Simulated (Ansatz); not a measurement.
# Coordination and energy in low-dimensional Ni

Method: DFT PBE, scalar-relativistic, plane waves, PAW in Ansatz.

Cutoff 420 eV, Γ-centred meshes of like density (1×1×9 for the 9-atom cell), Gaussian smearing of 0.05 eV, energies at zero smearing and 0 K, each start's symmetry kept, collinear spin.

Bulk Ni (Fm-3m) has 12 nearest neighbours at 2.49 Å and a cohesive energy of 4.76 eV against the spin-polarised free atom. These structures stand in vacuum and were relaxed; neighbours count within 1.1 bulk bonds.

```tsv
start	atoms × neighbours	mean bond (Å)	energy over bulk (eV/atom)
[111] wire, 9 host atoms a period	2×4, 3×5, 2×6, 1×7, 1×8	2.35	1.52
[111] wire, 13 host atoms a period	6×5, 6×7, 1×12	2.38	1.33
```

**Question.** Compare two estimates without free parameters: bonds of fixed strength, and a band energy that grows as the square root of coordination.

**Answer.** With fixed bonds an atom with z neighbours loses E_coh(1 − z/12); in the second-moment picture the band narrows as √z and it loses E_coh(1 − √(z/12)). Averaged over the atoms, in eV:
```csv
start,fixed bonds,square root,computed
"[111] wire, 9 host atoms a period",2.56,1.54,1.52
"[111] wire, 13 host atoms a period",2.20,1.30,1.33
```

The rms misses are 0.95 and 0.03 eV. Fixed bonds overshoot every row: the bonds that remain grow stronger when neighbours are missing, which the square root captures in part, and the bonds shorten by up to 6 %. What is left over reflects bond lengths, electronic shells, hybridisation and moments, which neither estimate holds.

Gaps under about 0.2 eV rest on few k points and may close between them. Each run keeps its start's symmetry and one magnetic start, so lower states can exist.

Cost: 2 runs of about 25 core-minutes in all, on Intel Xeon 6975P-C (Granite Rapids) (shared hosts).